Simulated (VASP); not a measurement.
# Ti (Fm-3m) in VASP: further runs, part 3 of 3

VASP 6.6.1.

## Step 5: Single point, revPBE

This run uses another cell than the first one, of 17.07 Å³/atom, 1.020 times its volume.

INCAR reads:

```
PREC     = Accurate       # precision mode
ENCUT    = 520            # plane-wave cutoff, eV
EDIFF    = 1E-6           # SCF threshold, eV
ISMEAR   = -1             # smearing method
SIGMA    = 0.01           # smearing width, eV
LREAL    = False          # projectors in reciprocal space
LASPH    = True           # aspherical terms in the spheres
NELM     = 100            # most SCF steps
ALGO     = Fast           # electronic algorithm
ISIF     = 2              # what is computed and relaxed
LWAVE    = False          # write WAVECAR
LCHARG   = True           # write CHGCAR
GGA      = RE             # functional
LELF     = True           # ELF
LVHAR    = True         
NBANDS   = 12             # bands
```

KPOINTS reads:

```
regular mesh
0
Gamma
  11 11 11
```

POSCAR reads:

```
Ti
1.0
    0.0000000000      2.0434441004      2.0434441004
    2.0434441004      0.0000000000      2.0434441004
    2.0434441004      2.0434441004      0.0000000000
Ti
1
Direct
    0.0000000000      0.0000000000      0.0000000000
```

Potentials or basis: VASP PAW PBE potentials, release 64 (Ti_sv).

Launch:

```sh
$ cat potpaw_PBE.64/Ti_sv/POTCAR > POTCAR
$ mpirun -np 1 vasp_std > vasp.out
```

OUTCAR:

```text
PREC = Accurate
   ENCUT = 520
   EDIFF = 1E-6
   ISMEAR = -1
   LREAL = False
   LASPH = True
   NELM = 100
   ISIF = 2
   GGA = RE

 ion  position               nearest neighbor table
   1  0.000  0.000  0.000-

  LATTYP: Found a face centered cubic cell.
 ALAT       =     4.0868882008

  Lattice vectors:

 A1 = (   0.0000000000,   2.0434441004,   2.0434441004)
 A2 = (   2.0434441004,   0.0000000000,   2.0434441004)
 A3 = (   2.0434441004,   2.0434441004,   0.0000000000)

Analysis of symmetry for initial positions (statically):
=====================================================================
 Subroutine PRICEL returns:
 Original cell was already a primitive cell.

 Routine SETGRP: Setting up the symmetry group for a
 face centered cubic supercell.

 Subroutine GETGRP returns: Found 48 space group operations
 (whereof 48 operations were pure point group operations)
 out of a pool of 48 trial point group operations.

The static configuration has the point symmetry O_h .

Analysis of symmetry for dynamics (positions and initial velocities):
=====================================================================
 Subroutine PRICEL returns:
 Original cell was already a primitive cell.

 Routine SETGRP: Setting up the symmetry group for a
 face centered cubic supercell.

 Subroutine GETGRP returns: Found 48 space group operations
 (whereof 48 operations were pure point group operations)
 out of a pool of 48 trial point group operations.

The dynamic configuration has the point symmetry O_h .

 Subroutine INISYM returns: Found 48 space group operations
 (whereof 48 operations are pure point group operations),
 and found     1 'primitive' translations

----------------------------------------------------------------------------------------

                                     Primitive cell

  volume of cell :      17.0655

  direct lattice vectors                    reciprocal lattice vectors
     0.000000000  2.043444100  2.043444100    -0.244684941  0.244684941  0.244684941
     2.043444100  0.000000000  2.043444100     0.244684941 -0.244684941  0.244684941
     2.043444100  2.043444100  0.000000000     0.244684941  0.244684941 -0.244684941

  length of vectors
     2.889866361  2.889866361  2.889866361     0.423806750  0.423806750  0.423806750

  position of ions in fractional coordinates (direct lattice)
     0.000000000  0.000000000  0.000000000

  ion indices of the primitive-cell ions
   primitive index   ion index
                 1           1

----------------------------------------------------------------------------------------

 KPOINTS: regular mesh

Automatic generation of k-mesh.
 Grid dimensions read from file:
 generate k-points for:   11   11   11

 Generating k-lattice:

  Cartesian coordinates                     Fractional coordinates (reciprocal lattice)
    -0.022244086  0.022244086  0.022244086     0.090909091  0.000000000  0.000000000
     0.022244086 -0.022244086  0.022244086     0.000000000  0.090909091  0.000000000
     0.022244086  0.022244086 -0.022244086     0.000000000  0.000000000  0.090909091

  Length of vectors
     0.038527886  0.038527886  0.038527886

  Shift w.r.t. Gamma in fractional coordinates (k-lattice)
     0.000000000  0.000000000  0.000000000

 Subroutine IBZKPT returns following result:
 ===========================================

 Found     56 irreducible k-points:

 Following reciprocal coordinates:
            Coordinates               Weight
  0.000000  0.000000  0.000000      1.000000
  0.090909  0.000000  0.000000      8.000000
  0.181818  0.000000  0.000000      8.000000
  0.272727  0.000000  0.000000      8.000000
  0.363636  0.000000  0.000000      8.000000
  0.454545  0.000000  0.000000      8.000000
[... 16 lines left out ...]
 -0.272727  0.181818  0.000000     24.000000
 -0.181818  0.181818  0.000000     12.000000
 [... further k-points ...]
   k-points           NKPTS =     56   k-points in BZ     NKDIM =     56   number of bands    NBANDS=     12
   number of dos      NEDOS =    301   number of ions     NIONS =      1
   total plane-waves  NPLWV =  13824
   dimension x,y,z NGX =    24 NGY =   24 NGZ =   24
   dimension x,y,z NGXF=    48 NGYF=   48 NGZF=   48
   ions per type =               1
   NGX,Y,Z   is equivalent  to a cutoff of  13.81, 13.81, 13.81 a.u.
   NGXF,Y,Z  is equivalent  to a cutoff of  27.61, 27.61, 27.61 a.u.
 SYSTEM =  unknown system
   PREC   = accura    normal or accurate (medium, high low for compatibility)
   ISTART =      0    job   : 0-new  1-cont  2-samecut
   ICHARG =      2    charge: 1-file 2-atom 10-const
   ISPIN  =      1    spin polarized calculation?
   LNONCOLLINEAR =      F non collinear calculations
   LSORBIT =      F    spin-orbit coupling
   LASPH  =      T    aspherical Exc in radial PAW
   ENCUT  =  520.0 eV  38.22 Ry    6.18 a.u.   5.37  5.37  5.37*2*pi/ulx,y,z
   NELM   =    100;   NELMIN=  2; NELMDL= -5     # of ELM steps
   EDIFF  = 0.1E-05   stopping-criterion for ELM
   LREAL  =      F    real-space projection
   EDIFFG = 0.1E-04   stopping-criterion for IOM
   NSW    =      0    number of steps for IOM
   IBRION =     -1    ionic relax: 0-MD 1-quasi-New 2-CG
   NFREE  =      0    steps in history (QN), initial steepest desc. (CG)
   ISIF   =      2    stress and relaxation
   ISYM   =      2    0-nonsym 1-usesym 2-fastsym
   POTIM  = 0.5000    time-step for ionic-motion
   TEBEG  =    0.0;   TEEND  =   0.0 temperature during run
   PSTRESS=    0.0 pullay stress
   NELECT =      12.0000    total number of electrons
   NUPDOWN=      -1.0000    fix difference up-down
   EMIN   =  10.00;   EMAX   =-10.00  energy-range for DOS
   EFERMI =   0.00;   METHOD = LEGACY
   ISMEAR =    -1;   SIGMA  =   0.01  broadening in eV -4-tet -1-fermi 0-gaus
   EFERMI_NEDOS =   21; number of points for ismear=-14 and -15
   IALGO  =     68    algorithm
   IMIX   =      4    mixing-type and parameters
     AMIX     =   0.40;   BMIX     =  1.00
     AMIX_MAG =   1.60;   BMIX_MAG =  1.00
  volume/ion in A,a.u.               =      17.07       115.16
  Fermi-wavevector in a.u.,A,eV,Ry     =   1.455780  2.751026 28.834774  2.119296
  Thomas-Fermi vector in A             =   2.572775
   LORBIT       =      0    0 simple, 1 ext, 2 COOP (PROOUT), +10 PAW based schemes
   GGA     = RE    functional components
   LHFCALC =     F    Hartree Fock is set to
   AEXX    =    0.0000 exact exchange contribution
   IVDW    =     0    specifies the selected vdW correction
   LEPSILON=     F    determine dielectric tensor
   LRPA    =     F    only Hartree local field effects (RPA)
 non-spin polarized calculation
 RMM-DIIS sequential band-by-band and
  energy-cutoff  :      520.00
  volume of cell :       17.07
 maximum number of plane-waves:       477
 NGX is ok and might be reduce to    24
   NGX = 11   NGY = 11   NGZ = 11

 number of electron      12.0000003 magnetization

 Free energy of the ion-electron system (eV)
  ---------------------------------------------------
  ext. energy  EPLUGINS =         0.00000000
  ---------------------------------------------------
  free energy    TOTEN  =        -7.45550272 eV

  energy without entropy =       -7.45512771  energy(sigma->0) =       -7.45531522

 E-fermi :   8.4880     XC(G=0): -11.4991

 val. band max:        8.4835293024   @ k =   0.1818   0.1818   0.0000
 cond. band min:       8.5074328254   @ k =  -0.3636   0.0909   0.0000
 fundamental gap:      0.0239035230
 Fermi energy:         8.4880330920

 k-point     1 :       0.0000    0.0000    0.0000
  band No.  band energies     occupation
      1     -48.2579      2.00000
      2     -24.0497      2.00000
      3     -24.0497      2.00000
      4     -24.0497      2.00000
      5       2.3385      2.00000
      6       9.4058      0.00000
      7       9.4058      0.00000
      8       9.4058      0.00000
      9      11.0862      0.00000
     10      11.0862      0.00000
     11      23.8049      0.00000
     12      28.3917      0.00000
[... 331 lines left out ...]
 k-point    24 :      -0.1818    0.1818    0.0000
  band No.  band energies     occupation
      1     -48.1719      2.00000
      2     -24.4395      2.00000
      3     -24.2098      2.00000
      4     -24.0946      2.00000
      5       4.8405      2.00000
      6       8.3184      2.00000
      7       9.3226      0.00000
      8      10.3029      0.00000
      9      10.3074      0.00000
     10      12.0498      0.00000
     11      22.0883      0.00000
     12      22.5754      0.00000

 [... further k-points ...]

------------------------ aborting loop because EDIFF is reached ----------------------------------------

  FORCE on cell =-STRESS in cart. coord.  units (eV):
  Direction    XX          YY          ZZ          XY          YZ          ZX
  --------------------------------------------------------------------------------------
  -------------------------------------------------------------------------------------
  Total        0.3693299      0.3693299      0.3693299      0.0000000     -0.0000000      0.0000000
  in kB       34.6742223     34.6742223     34.6742223      0.0000000     -0.0000000      0.0000000
  external PRESSURE =      34.6742223 kB  Pullay stress =       0.0000000 kB

 VOLUME and BASIS-vectors are now :
 -----------------------------------------------------------------------------
  energy-cutoff  :      520.00
  volume of cell :       17.07
      direct lattice vectors                 reciprocal lattice vectors
     0.000000000  2.043444100  2.043444100    -0.244684941  0.244684941  0.244684941
     2.043444100  0.000000000  2.043444100     0.244684941 -0.244684941  0.244684941
     2.043444100  2.043444100  0.000000000     0.244684941  0.244684941 -0.244684941

 POSITION                                       TOTAL-FORCE (eV/Angst)
 -----------------------------------------------------------------------------------
      0.00000      0.00000      0.00000        -0.000000     -0.000000      0.000000
 -----------------------------------------------------------------------------------
    total drift:                               -0.000000      0.000000     -0.000000

  FREE ENERGIE OF THE ION-ELECTRON SYSTEM (eV)
  ---------------------------------------------------
  free  energy   TOTEN  =        -7.4555027234 eV

  energy  without entropy=       -7.4551277118  energy(sigma->0) =       -7.45531522
```

Wall time 20 s (1 thread of Intel Xeon Platinum 8488C (Sapphire Rapids), shared host); peak memory 0.13 GiB.

Results:

```yaml
Free_energy: -7.4555 eV
Pressure: 3.5 GPa
Band_gap_on_the_k_mesh: none (metal or under the smearing width)
```

Levels at points of the mesh, in eV from the Fermi level:
```
           k point  band 2  band 3  band 4  band 5  band 6  band 7  band 8  band 9  band 10  band 11
(0.00, 0.00, 0.00)  -32.54  -32.54  -32.54   -6.15    0.92    0.92    0.92    2.60     2.60    15.32
```

Caveat: the PAW data sets were made with another functional, which shifts forces and pressure a little.

## Step 6: Overview

```csv
level,cell,k mesh,smearing,gap on the mesh (eV),pressure (GPa)
PBE,"Fm-3m, 16.73 Å³/atom",8 × 8 × 8,fermi-dirac 0.02 eV,none,4.0
PBE,volume scaled by 1.06,11 × 11 × 11,fermi-dirac 0.05 eV,none,-2.5
PBE,volume scaled by 1.04,11 × 11 × 11,fermi-dirac 0.05 eV,none,-0.5
revPBE,"Fm-3m, 17.07 Å³/atom",11 × 11 × 11,fermi-dirac 0.01 eV,none,3.5
```

Alike in all rows: task single point; potentials or basis VASP PAW PBE potentials, release 64 (Ti_sv); no spin polarisation; cutoff (eV) 520.

Caveats: the PAW data sets were made with another functional, which shifts forces and pressure a little (some runs).

Total energies depend on the potentials used, so only differences within one code and one set of settings carry meaning.
